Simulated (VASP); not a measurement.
# Ni (Fd-3m) in VASP: notebook

One crystal, Ni, is run at these levels: RPBE; tasks: single point.

Program: VASP 6.6.1. These are calculated values, not measurements. Logs are shortened: lines on timing, memory, paths and dates and some standing lists are left out, and cuts for length are marked.

## 1. The crystal as given

The structure is cubic, space group Fd-3m (No. 227). The conventional cell has a = 5.019 Å, b = 5.019 Å, c = 5.019 Å, α = 90.00°, β = 90.00°, γ = 90.00°. Ni (site symmetry -43m) is surrounded by 4 Ni at 2.17 Å.

This isn't the form of Ni at room conditions, which is fcc.

## 2. Single point, RPBE

File INCAR:

```
PREC     = Accurate       # precision mode
ENCUT    = 520            # plane-wave cutoff, eV
EDIFF    = 1E-7           # SCF threshold, eV
ISMEAR   = -1             # smearing method
SIGMA    = 0.1            # smearing width, eV
LREAL    = False          # projectors in reciprocal space
LASPH    = True           # aspherical terms in the spheres
NELM     = 100            # most SCF steps
ALGO     = Normal         # electronic algorithm
ISIF     = 2              # what is computed and relaxed
LWAVE    = False          # write WAVECAR
LCHARG   = True           # write CHGCAR
GGA      = RP             # functional
LELF     = True           # ELF
LVHAR    = True         
NBANDS   = 17             # bands
```

File KPOINTS:

```
regular mesh
0
Gamma
  12 12 12
```

File POSCAR:

```
Ni
1.0
    0.0000000000      2.5096383911      2.5096383911
    2.5096383911      0.0000000000      2.5096383911
    2.5096383911      2.5096383911      0.0000000000
Ni
2
Direct
    0.1250000000      0.1250000000      0.1250000000
    0.8750000000      0.8750000000      0.8750000000
```

Potentials or basis: VASP PAW PBE potentials, release 64 (Ni).

Command:

```bash
$ cat potpaw_PBE.64/Ni/POTCAR > POTCAR
$ mpirun -np 1 vasp_std > vasp.out
```

OUTCAR:

```text
PREC = Accurate
   ENCUT = 520
   EDIFF = 1E-7
   ISMEAR = -1
   LREAL = False
   LASPH = True
   NELM = 100
   ISIF = 2
   GGA = RP

 ion  position               nearest neighbor table
   1  0.125  0.125  0.125-   2 2.17   2 2.17   2 2.17   2 2.17
   2  0.875  0.875  0.875-   1 2.17   1 2.17   1 2.17   1 2.17

  LATTYP: Found a face centered cubic cell.
 ALAT       =     5.0192767822

  Lattice vectors:

 A1 = (   0.0000000000,   2.5096383911,   2.5096383911)
 A2 = (   2.5096383911,   0.0000000000,   2.5096383911)
 A3 = (   2.5096383911,   2.5096383911,   0.0000000000)

Analysis of symmetry for initial positions (statically):
=====================================================================
 Subroutine PRICEL returns:
 Original cell was already a primitive cell.

 Routine SETGRP: Setting up the symmetry group for a
 face centered cubic supercell.

 Subroutine GETGRP returns: Found 48 space group operations
 (whereof 12 operations were pure point group operations)
 out of a pool of 48 trial point group operations.

The static configuration has the point symmetry D_3d.
 The point group associated with its full space group is O_h .

Analysis of symmetry for dynamics (positions and initial velocities):
=====================================================================
 Subroutine PRICEL returns:
 Original cell was already a primitive cell.

 Routine SETGRP: Setting up the symmetry group for a
 face centered cubic supercell.

 Subroutine GETGRP returns: Found 48 space group operations
 (whereof 12 operations were pure point group operations)
 out of a pool of 48 trial point group operations.

The dynamic configuration has the point symmetry D_3d.
 The point group associated with its full space group is O_h .

 Subroutine INISYM returns: Found 48 space group operations
 (whereof 12 operations are pure point group operations),
 and found     1 'primitive' translations

----------------------------------------------------------------------------------------

                                     Primitive cell

  volume of cell :      31.6128

  direct lattice vectors                    reciprocal lattice vectors
     0.000000000  2.509638391  2.509638391    -0.199231890  0.199231890  0.199231890
     2.509638391  0.000000000  2.509638391     0.199231890 -0.199231890  0.199231890
     2.509638391  2.509638391  0.000000000     0.199231890  0.199231890 -0.199231890

  length of vectors
     3.549164649  3.549164649  3.549164649     0.345079756  0.345079756  0.345079756

  position of ions in fractional coordinates (direct lattice)
     0.125000000  0.125000000  0.125000000
     0.875000000  0.875000000  0.875000000

  ion indices of the primitive-cell ions
   primitive index   ion index
                 1           1
                 2           2

----------------------------------------------------------------------------------------

 KPOINTS: regular mesh

Automatic generation of k-mesh.
 Grid dimensions read from file:
 generate k-points for:   12   12   12

 Generating k-lattice:

  Cartesian coordinates                     Fractional coordinates (reciprocal lattice)
    -0.016602658  0.016602658  0.016602658     0.083333333  0.000000000  0.000000000
     0.016602658 -0.016602658  0.016602658     0.000000000  0.083333333  0.000000000
     0.016602658  0.016602658 -0.016602658     0.000000000  0.000000000  0.083333333

  Length of vectors
     0.028756646  0.028756646  0.028756646

  Shift w.r.t. Gamma in fractional coordinates (k-lattice)
     0.000000000  0.000000000  0.000000000

 Subroutine IBZKPT returns following result:
 ===========================================

 Found     72 irreducible k-points:

 Following reciprocal coordinates:
            Coordinates               Weight
  0.000000  0.000000  0.000000      1.000000
  0.083333  0.000000  0.000000      8.000000
  0.166667  0.000000  0.000000      8.000000
  0.250000  0.000000  0.000000      8.000000
  0.333333  0.000000  0.000000      8.000000
  0.416667  0.000000  0.000000      8.000000
[... 16 lines left out ...]
  0.500000  0.166667  0.000000     24.000000
 -0.416667  0.166667  0.000000     24.000000
 [... further k-points ...]
   k-points           NKPTS =     72   k-points in BZ     NKDIM =     72   number of bands    NBANDS=     17
   number of dos      NEDOS =    301   number of ions     NIONS =      2
   total plane-waves  NPLWV =  21952
   dimension x,y,z NGX =    28 NGY =   28 NGZ =   28
   dimension x,y,z NGXF=    56 NGYF=   56 NGZF=   56
   ions per type =               2
   NGX,Y,Z   is equivalent  to a cutoff of  13.12, 13.12, 13.12 a.u.
   NGXF,Y,Z  is equivalent  to a cutoff of  26.23, 26.23, 26.23 a.u.
 SYSTEM =  unknown system
   PREC   = accura    normal or accurate (medium, high low for compatibility)
   ISTART =      0    job   : 0-new  1-cont  2-samecut
   ICHARG =      2    charge: 1-file 2-atom 10-const
   ISPIN  =      1    spin polarized calculation?
   LNONCOLLINEAR =      F non collinear calculations
   LSORBIT =      F    spin-orbit coupling
   LASPH  =      T    aspherical Exc in radial PAW
   ENCUT  =  520.0 eV  38.22 Ry    6.18 a.u.   6.60  6.60  6.60*2*pi/ulx,y,z
   NELM   =    100;   NELMIN=  2; NELMDL= -5     # of ELM steps
   EDIFF  = 0.1E-06   stopping-criterion for ELM
   LREAL  =      F    real-space projection
   EDIFFG = 0.1E-05   stopping-criterion for IOM
   NSW    =      0    number of steps for IOM
   IBRION =     -1    ionic relax: 0-MD 1-quasi-New 2-CG
   NFREE  =      0    steps in history (QN), initial steepest desc. (CG)
   ISIF   =      2    stress and relaxation
   ISYM   =      2    0-nonsym 1-usesym 2-fastsym
   POTIM  = 0.5000    time-step for ionic-motion
   TEBEG  =    0.0;   TEEND  =   0.0 temperature during run
   PSTRESS=    0.0 pullay stress
   NELECT =      20.0000    total number of electrons
   NUPDOWN=      -1.0000    fix difference up-down
   EMIN   =  10.00;   EMAX   =-10.00  energy-range for DOS
   EFERMI =   0.00;   METHOD = LEGACY
   ISMEAR =    -1;   SIGMA  =   0.10  broadening in eV -4-tet -1-fermi 0-gaus
   EFERMI_NEDOS =   21; number of points for ismear=-14 and -15
   IALGO  =     38    algorithm
   IMIX   =      4    mixing-type and parameters
     AMIX     =   0.40;   BMIX     =  1.00
     AMIX_MAG =   1.60;   BMIX_MAG =  1.00
  volume/ion in A,a.u.               =      15.81       106.67
  Fermi-wavevector in a.u.,A,eV,Ry     =   1.405391  2.655803 26.873173  1.975122
  Thomas-Fermi vector in A             =   2.527856
   LORBIT       =      0    0 simple, 1 ext, 2 COOP (PROOUT), +10 PAW based schemes
   GGA     = RP    functional components
   LHFCALC =     F    Hartree Fock is set to
   AEXX    =    0.0000 exact exchange contribution
   IVDW    =     0    specifies the selected vdW correction
   LEPSILON=     F    determine dielectric tensor
   LRPA    =     F    only Hartree local field effects (RPA)
 non-spin polarized calculation
  energy-cutoff  :      520.00
  volume of cell :       31.61
 maximum number of plane-waves:       881
   NGX = 13   NGY = 13   NGZ = 13

 number of electron      19.9999987 magnetization

 Free energy of the ion-electron system (eV)
  ---------------------------------------------------
  ext. energy  EPLUGINS =         0.00000000
  ---------------------------------------------------
  free energy    TOTEN  =        -7.50293621 eV

  energy without entropy =       -7.29481537  energy(sigma->0) =       -7.39887579

 E-fermi :   5.1407     XC(G=0): -10.7616

 val. band max:        5.1405771973   @ k =  -0.3333   0.3333   0.0000
 cond. band min:       5.1435772277   @ k =   0.2500   0.1667   0.0833
 fundamental gap:      0.0030000304
 Fermi energy:         5.1407061086

 k-point     1 :       0.0000    0.0000    0.0000
  band No.  band energies     occupation
      1      -1.4632      2.00000
      2       2.4053      2.00000
      3       2.4053      2.00000
      4       2.4721      2.00000
      5       2.4721      2.00000
      6       2.4721      2.00000
[... 9 lines left out ...]
     16      17.9786      0.00000
     17      17.9786      0.00000

 k-point     2 :       0.0833    0.0000    0.0000
  band No.  band energies     occupation
      1      -1.3344      2.00000
      2       2.3189      2.00000
      3       2.3189      2.00000
      4       2.4776      2.00000
      5       2.5850      2.00000
      6       2.5850      2.00000
[... 9 lines left out ...]
     16      18.8644      0.00000
     17      18.8644      0.00000

 k-point     3 :       0.1667    0.0000    0.0000
  band No.  band energies     occupation
      1      -0.9551      2.00000
      2       2.2528      2.00000
      3       2.2528      2.00000
      4       2.4986      2.00000
      5       2.7130      2.00000
      6       2.7130      2.00000
[... 9 lines left out ...]
     16      19.7253      0.00000
     17      19.7253      0.00000

 k-point     4 :       0.2500    0.0000    0.0000
  band No.  band energies     occupation
      1      -0.3512      2.00000
      2       2.2413      2.00000
      3       2.2413      2.00000
      4       2.5435      2.00000
      5       2.7771      2.00000
      6       2.7771      2.00000
[... 9 lines left out ...]
     16      19.4076      0.00000
     17      19.4076      0.00000
[... 343 lines left out ...]
      1       1.0588      2.00000
      2       1.9921      2.00000
      3       2.5093      2.00000
      4       2.5145      2.00000
      5       2.7604      2.00000
      6       2.9621      2.00000
[... 9 lines left out ...]
     16      20.0231      0.00000
     17      21.1129      0.00000

 k-point    23 :       0.5000    0.1667    0.0000
  band No.  band energies     occupation
      1       1.6813      2.00000
      2       2.0166      2.00000
      3       2.4388      2.00000
      4       2.4599      2.00000
      5       2.8176      2.00000
      6       2.8869      2.00000
[... 9 lines left out ...]
     16      20.4541      0.00000
     17      20.9832      0.00000

 k-point    24 :      -0.4167    0.1667    0.0000
  band No.  band energies     occupation
      1       1.7497      2.00000
      2       2.1411      2.00000
      3       2.3197      2.00000
      4       2.4520      2.00000
      5       2.7821      2.00000
      6       2.9232      2.00000
[... 9 lines left out ...]
     16      19.9886      0.00000
     17      20.9129      0.00000

 [... further k-points ...]

------------------------ aborting loop because EDIFF is reached ----------------------------------------

  FORCE on cell =-STRESS in cart. coord.  units (eV):
  Direction    XX          YY          ZZ          XY          YZ          ZX
  --------------------------------------------------------------------------------------
  -------------------------------------------------------------------------------------
  Total        1.5935078      1.5935078      1.5935078      0.0000000      0.0000000      0.0000000
  in kB       80.7609332     80.7609332     80.7609332      0.0000000      0.0000000      0.0000000
  external PRESSURE =      80.7609332 kB  Pullay stress =       0.0000000 kB

 VOLUME and BASIS-vectors are now :
 -----------------------------------------------------------------------------
  energy-cutoff  :      520.00
  volume of cell :       31.61
      direct lattice vectors                 reciprocal lattice vectors
     0.000000000  2.509638391  2.509638391    -0.199231890  0.199231890  0.199231890
     2.509638391  0.000000000  2.509638391     0.199231890 -0.199231890  0.199231890
     2.509638391  2.509638391  0.000000000     0.199231890  0.199231890 -0.199231890

 POSITION                                       TOTAL-FORCE (eV/Angst)
 -----------------------------------------------------------------------------------
      0.62741      0.62741      0.62741         0.000000     -0.000000     -0.000000
      4.39187      4.39187      4.39187         0.000000      0.000000      0.000000
 -----------------------------------------------------------------------------------
    total drift:                                0.000000      0.000000     -0.000000

  FREE ENERGIE OF THE ION-ELECTRON SYSTEM (eV)
  ---------------------------------------------------
  free  energy   TOTEN  =        -7.5029362087 eV

  energy  without entropy=       -7.2948153728  energy(sigma->0) =       -7.39887579
```

It took 24 s on 1 thread of Intel Xeon Platinum 8488C (Sapphire Rapids), shared host; peak memory 0.17 GiB.

Results:

| Property | Result |
| --- | --- |
| Free energy | -7.5029 eV |
| Pressure | 8.1 GPa |
| Band gap on the k mesh | none (metal or under the smearing width) |

Caveat: the PAW data sets were made with another functional, which shifts forces and pressure a little; the run has no spin polarisation, though such a crystal can be magnetic.

(Part 1 of 2 ends here.)
